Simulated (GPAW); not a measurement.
# Ti (P6_3/mmc) in GPAW: further runs, part 2 of 2

GPAW 26.7.0. Earlier steps stand in the parts before.

### Step 4. Optical spectrum, PBE

This run uses another cell than the first one, of 17.99 Å³/atom, 1.020 times its volume.

Input file run.py:

```python
from ase.dft.bandgap import bandgap
from ase.io import read, write
from gpaw import GPAW, PW
from gpaw.response.df import DielectricFunction

atoms = read('POSCAR')

calc = GPAW(mode=PW(400),
            xc='PBE',
            kpts={'size': (8, 8, 5), 'gamma': True},
            occupations={'name': 'fermi-dirac', 'width': 0.05},
            nbands=24,
            convergence={'density': 1e-06},
            maxiter=150,
            txt='gpaw.txt')
atoms.calc = calc
energy = atoms.get_potential_energy()
calc.write('gs.gpw')
write('result.traj', atoms)
print(f'Energy: {energy:.6f} eV')
print('Fermi level:', round(calc.get_fermi_level(), 4), 'eV')
print(f'Gap: {bandgap(calc)[0]:.4f} eV, direct: {bandgap(calc, direct=True)[0]:.4f} eV')

dense = calc.fixed_density(kpts={'size': (20, 20, 11), 'gamma': True},
                           nbands=38, convergence={'bands': 32, 'eigenstates': 1e-7},
                           update_fermi_level=True, txt='dense.txt')
dense.write('dense.gpw', mode='all')

df = DielectricFunction('dense.gpw', frequencies={'type': 'nonlinear', 'domega0': 0.05, 'omega2': 10},
                        eta=0.1, ecut=50, nbands=32, rate='eta', txt='df.txt')
for direction in ['x', 'z']:
    df.get_dielectric_function(xc='RPA', direction=direction, filename=f'df_{direction}.csv')
```

Input file POSCAR:

```
Ti
1.0
    2.9695369932      0.0000000000      0.0000000000
   -1.4847684966      2.5716944736      0.0000000000
    0.0000000000      0.0000000000      4.7109942807
Ti
2
Direct
    0.6666666667      0.3333333333      0.7500000000
    0.3333333333      0.6666666667      0.2500000000
```

Potentials or basis: GPAW PAW data sets (gpaw-data 1.2.1), pw.

The run is started by

```bash
> OMP_NUM_THREADS=1 python run.py
```

gpaw.txt:

```text
__  _  _
 | _ |_)|_||  |
 |__||  | ||/\| - 26.7.0

Input parameters:
  mode=PW(ecut=400.0),
  convergence={'density': 1e-06},
  kpts=MonkhorstPack(size=(8, 8, 5), gamma=True),
  maxiter=150,
  nbands=24,
  occupations=Occupations(name='fermi-dirac', width=0.05),
  xc=XC(name='PBE')

Diagonalizing LCAO Hamiltonian
Converting LCAO to pw mode

          Ti

        Ti

Atoms  # Å, Bohr magnetons
|   | symbol |         x |        y |        z |    initial magnetic moments |
|---|--------|-----------|----------|----------|-----------------------------|
| 0 |     Ti |  1.484768 | 0.857231 | 3.533246 | ( 0.0000,  0.0000,  0.0000) |
| 1 |     Ti | -0.000000 | 1.714463 | 1.177749 | ( 0.0000,  0.0000,  0.0000) |

Unit cell  # Å
| periodic |         x |        y |        z |  lengths |     angles |
|----------|-----------|----------|----------|----------|------------|
|      yes |  2.969537 | 0.000000 | 0.000000 | 2.969537 |  90.000000 |
|      yes | -1.484768 | 2.571694 | 0.000000 | 2.969537 |  90.000000 |
|      yes |  0.000000 | 0.000000 | 4.710994 | 4.710994 | 120.000000 |

Number of symmetries: 12
Symmetry operations  # r_c * U_cc + t_c -> r_c
|    | kind |            matrix            |
|----|------|------------------------------|
|  0 |  σ   |  1, 1, 0,  0,-1, 0,  0, 0, 1 |
|  1 |  S6  |  1, 1, 0, -1, 0, 0,  0, 0,-1 |
|  2 |  E   |  1, 0, 0,  0, 1, 0,  0, 0, 1 |
|  3 |  C2  |  1, 0, 0, -1,-1, 0,  0, 0,-1 |
|  4 |  C2  |  0, 1, 0,  1, 0, 0,  0, 0,-1 |
|  5 |  C3  |  0, 1, 0, -1,-1, 0,  0, 0, 1 |
|  6 |  S6  |  0,-1, 0,  1, 1, 0,  0, 0,-1 |
|  7 |  σ   |  0,-1, 0, -1, 0, 0,  0, 0, 1 |
|  8 |  σ   | -1, 0, 0,  1, 1, 0,  0, 0, 1 |
|  9 |  i   | -1, 0, 0,  0,-1, 0,  0, 0,-1 |
| 10 |  C3  | -1,-1, 0,  1, 0, 0,  0, 0, 1 |
| 11 |  C2  | -1,-1, 0,  0, 1, 0,  0, 0,-1 |

BZ-sampling:
  Number of BZ points: 320
  Number of IBZ points: 40

  Monkhorst-Pack size: [8, 8, 5]
  Monkhorst-Pack shift: [0.0625, 0.0625, 0.0]

K-points  # in reciprocal-cell coordinates
|     |                                coordinates |     weight |
|-----|--------------------------------------------|------------|
|   0 | (  0.00000000,   0.00000000,   0.00000000) | 0.00312500 |
|   1 | (  0.00000000,   0.00000000,   0.20000000) | 0.00625000 |
|   2 | (  0.00000000,   0.00000000,   0.40000000) | 0.00625000 |
|   3 | (  0.12500000,   0.00000000,  -0.40000000) | 0.01875000 |
|   4 | (  0.12500000,   0.00000000,  -0.20000000) | 0.01875000 |
|   5 | (  0.12500000,   0.00000000,   0.00000000) | 0.01875000 |
|   6 | (  0.12500000,   0.00000000,   0.20000000) | 0.01875000 |
|   7 | (  0.12500000,   0.00000000,   0.40000000) | 0.01875000 |
|   8 | (  0.25000000,  -0.12500000,   0.00000000) | 0.01875000 |
|   9 | (  0.25000000,  -0.12500000,   0.20000000) | 0.03750000 |
| ... |                                            |            |
|  39 | (  0.50000000,   0.50000000,   0.40000000) | 0.01875000 |

Plane wave coefficients: 675
Cutoff: 400.0 eV

Spin-components: 1 (collinear spins)
Bands:           24
Projectors:      12
Spin-degeneracy: 2
Datatype:        complex128

Parallelization:
  kpt:    1
  domain: 1
  band:   1

Density:
  Valence electrons: 24.0
  Components: 1
  Grid points: [14 14 24]
  Charge: 0.0  # |e|

Potential:
  Grid points: [14 14 24]

species:
  Ti:
    name:    Titanium
    Z:       22.0
    valence: 12
    core:    10
    charge:  0.0  # [|e|]
    compensation charges:
      type: gauss
      rc: 0.38  # [Å]
      lmax: 2
    cutoffs:
      filter: 2.23  # [Å]
      core: 1.02  # [Å]
    projectors
    | kind |    occ | energy [eV] | rcut [Å] |
    |------|--------|-------------|----------|
    |   3s |  2.000 |     -62.623 |    1.270 |
    |   4s |  2.000 |      -4.466 |    1.270 |
    |   3p |  6.000 |     -38.862 |    1.058 |
    |   4p |  0.000 |      -1.466 |    1.058 |
    |   3d |  2.000 |      -4.258 |    1.058 |
    |    d |        |      22.953 |    1.058 |

    Using partial waves for Ti as LCAO basis

Reference energy: -46448.028563  # eV

eigensolver:
  PPCG
  Converge bands: occupied
  niter=2

density mixing:
  MSR1-Mixer
  Pratt-step length: 0.05
  Maximum mixing coefficient: 0.75
  Old densities: 10
  SVD Regularization: 0.005
  Good broyden scale: 1.0
  Trust region scale: 1.0
  Backstep threshold: 4.0
  History deletion threshold: 6.0
  Fourier metric: weight=20.0, sigma=0.015

occupation numbers:
  Fermi-Dirac:
    width: 0.0500  # eV

poisson solver:
  ecut: 3200.0  # eV

xc functional:
  name: PBE with 2 nearest neighbor stencil

convergence criteria:
- Maximum integral of absolute [dens]ity change: 1e-06 electrons / valence electron
- Maximum [total energy] change in last 3 cyles: 0.0005 eV / valence electron
- Maximum integral of absolute [eigenst]ate change: 4e-08 eV^2 / valence electron
maximum number of iterations: 150

SCF iterations
|iter     | |      energy | eigst |  dens |
|---------|-|-------------|-------|-------|
|iter:   1| |  -13.734587 | -0.30 |       |
|iter:   2| |  -13.613761 | -2.73 | -1.21 |
|iter:   3| |  -13.213683 | -1.39 | -1.25 |
|iter:   4| |  -13.216932 | -3.46 | -1.94 |
|iter:   5| |  -13.218650c| -3.86 | -2.25 |
|iter:   6| |  -13.218696c| -5.67 | -3.31 |
|iter:   7| |  -13.218707c| -6.41 | -3.77 |
|iter:   8| |  -13.218707c| -8.11c| -4.67 |
|iter:   9| |  -13.218707c| -8.54c| -5.35 |
|iter:  10| |  -13.218707c| -9.53c| -6.30c|

Converged in 10 steps
Energy contributions relative to reference atoms: (reference = -46448.028563)

Energy contributions:
  Kinetic:           7.660834
  Coulomb:          -8.397124
  Zero:              0.182291
  External:          0.000000
  Xc:              -12.657236
  Entropy:          -0.014945
  Spinorbit:         0.000000
  ----------------------------
  Free energy:     -13.226180
  Extrapolated:    -13.218707

dipole moment: (0.000000, 0.000000, 0.000000)  # |e|*Ang

Fermi level: 8.165
Eigenvalues  # (at kpt = [0.000, 0.000, 0.000])
| band index |      eig [eV] | occ [0-2] |
|------------|---------------|-----------|
|          0 |       -48.737 |     2.000 |
|        ... |               |           |
|          2 |       -25.308 |     2.000 |
|          3 |       -24.724 |     2.000 |
|          4 |       -24.724 |     2.000 |
|          5 |       -24.681 |     2.000 |
|          6 |       -24.636 |     2.000 |
|          7 |       -24.636 |     2.000 |
[... 8 lines left out ...]
|         16 |         9.738 |     0.000 |
|         17 |         9.738 |     0.000 |
|        ... |               |           |
|         23 |        26.836 |     0.000 |

No gap
No difference between direct/indirect transitions
# Writing to gs.gpw (mode='')
```

stdout:

```text
Energy: -13.218707 eV
Fermi level: 8.1649 eV
Gap: 0.0000 eV, direct: 0.0000 eV
```

df.txt:

```text
NonLinearFrequencyDescriptor(from 0.000 to 84.961 eV, 377 points)
NonLinearFrequencyDescriptor(from 0.000 to 84.961 eV, 377 points)

Calculating chi0 body with:
    Ground state adapter containing:
    Number of spins: 1
    Number of kpoints: 4400
    Number of irreducible kpoints: 429
    Number of completely occupied states: 10
    Number of partially occupied states: 14

    Linear response parametrization:
    q_c: [0.0, 0.0, 0.0]
[... 42 lines left out ...]
    Ground state adapter containing:
    Number of spins: 1
    Number of kpoints: 4400
    Number of irreducible kpoints: 429
    Number of completely occupied states: 10
    Number of partially occupied states: 14

Symmetries of q_c:
    Direct symmetries (Uq -> q): 12
    Indirect symmetries (TUq -> q): 0
In total 12 allowed symmetries.

Integral kind: intraband
Plasma frequency:
[[3.47-0.j 0.  +0.j 0.  +0.j]
 [0.  +0.j 3.47-0.j 0.  +0.j]
 [0.  +0.j 0.  +0.j 3.46-0.j]]

Finished calculating chi0
```

Run time: 3.2 min. Hardware: 1 thread of Arm Neoverse V1, shared host; peak memory 0.49 GiB.

Results:

| Item | Value |
| --- | --- |
| Free energy | -13.2262 eV |
| Band gap on the k mesh | none (metal or under the smearing width) |

Dielectric function (mean over the directions given):
| energy (eV) | real part | imaginary part |
| --- | --- | --- |
| 0.25 | -60.58 | 136.36 |
| 0.88 | 8.62 | 39.59 |
| 1.54 | 1.03 | 33.36 |
| 2.18 | -3.35 | 21.80 |
| 2.79 | -2.34 | 15.14 |
| 3.43 | -3.54 | 14.61 |
| 4.16 | -8.54 | 10.06 |
| 4.79 | -5.56 | 4.00 |
| 5.38 | -2.69 | 2.67 |
| 6.07 | 0.07 | 4.67 |
| 6.63 | -3.63 | 4.82 |
| 7.29 | -2.68 | 2.44 |
| 8.07 | -1.18 | 1.19 |
| 8.71 | 0.42 | 1.69 |
| 9.27 | -0.36 | 2.45 |
| 9.96 | -0.65 | 2.57 |
| 10.57 | -0.87 | 2.29 |
| 11.20 | -1.18 | 1.77 |
| 11.96 | -0.93 | 1.12 |
| 12.53 | -0.67 | 1.02 |
| 13.24 | -0.43 | 0.80 |
| 13.85 | -0.36 | 0.74 |
| 14.48 | -0.26 | 0.67 |
| 15.13 | -0.18 | 0.54 |
| 15.94 | -0.09 | 0.47 |
| 16.64 | 0.02 | 0.36 |
| 17.36 | 0.14 | 0.29 |
| 18.12 | 0.20 | 0.26 |
| 18.90 | 0.31 | 0.22 |
| 19.87 | 0.40 | 0.22 |

Caveat: the intraband term hangs on this k mesh; the long-wavelength limit can be off by several per cent where d states take part; independent-particle spectra lack excitons.

### Step 5. The runs side by side

```csv
cell,gap on the mesh (eV)
"P6_3/mmc, 17.64 Å³/atom",none
"P6_3/mmc, 18.34 Å³/atom",none
"P6_3/mmc, 17.99 Å³/atom",none
```

Alike in all rows: task optical spectrum; level PBE; potentials or basis GPAW PAW data sets (gpaw-data 1.2.1), pw; no spin polarisation; k mesh 8 × 8 × 5; cutoff (eV) 400; smearing fermi-dirac 0.05 eV.

Every run on the cell as given and a fine mesh finds a metal.

Caveats: the intraband term hangs on this k mesh; the long-wavelength limit can be off by several per cent where d states take part; independent-particle spectra lack excitons.

Total energies depend on the potentials used, so only differences within one code and one set of settings carry meaning.
